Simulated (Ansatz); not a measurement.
# Is this Si3C stable against decomposition?

Theory: DFT PBE, scalar-relativistic, plane waves, PAW (Ansatz). All cells share a 420 eV cutoff and Γ-centred k meshes spaced at most about 0.3 Å⁻¹ (about 0.25 or finer for metals, 2π included). No spin polarisation.

Energies over the elements count from the elements' standard structures at the same level, with no fitted energy shifts.

All energies are static (0 K, no zero-point motion). The reference form of C is held partly by dispersion forces, which this level lacks.

The competitors are the elements and 1 reference phase of this chemical system (from databases or known types: SiC), relaxed at the same level; other known phases may be missing.

The candidate was reached from: Sn3Pb type (Pmmm).

```cif
data_structure
_symmetry_space_group_name_H-M 'P 1'
_symmetry_Int_Tables_number 1
_cell_length_a 2.4962
_cell_length_b 2.8540
_cell_length_c 7.2275
_cell_angle_alpha 90.000
_cell_angle_beta 90.000
_cell_angle_gamma 90.000
_cell_volume 51.49
loop_
_atom_site_label
_atom_site_type_symbol
_atom_site_fract_x
_atom_site_fract_y
_atom_site_fract_z
_atom_site_occupancy
Si1 Si 0.00000 0.50000 0.18499 1
Si2 Si 0.00000 0.00000 0.50000 1
Si3 Si 0.00000 0.50000 0.81501 1
C1 C 0.00000 0.00000 0.00000 1
```

**Question.** Where does it stand against these competitors?

**Answer.** Not stable. Its formation energy is 0.671 eV/atom. The lowest competing mixture at this composition is this:

```
phase       space group             source  share of atoms  ΔE_f (eV/atom)
   Si                 -            element          0.5000         -0.0007
  SiC  P6_3mc (No. 186)  Materials Project          0.5000          -0.204
```

The lowest database cell of Si (-0.0007) lies slightly below the reference, hence the non-zero entry.

The mixture lies at -0.102 eV/atom, and the candidate lies 0.77 eV/atom above it. The candidate matches no cell in the subsets of the Crystallography Open Database and the Materials Project at hand. The margin is far too high for a likely synthesis. Shaken at random and relaxed again it fell by 170 meV/atom, so it probably isn't a firm minimum. It holds Si–Si chains (shortest 2.50 Å).
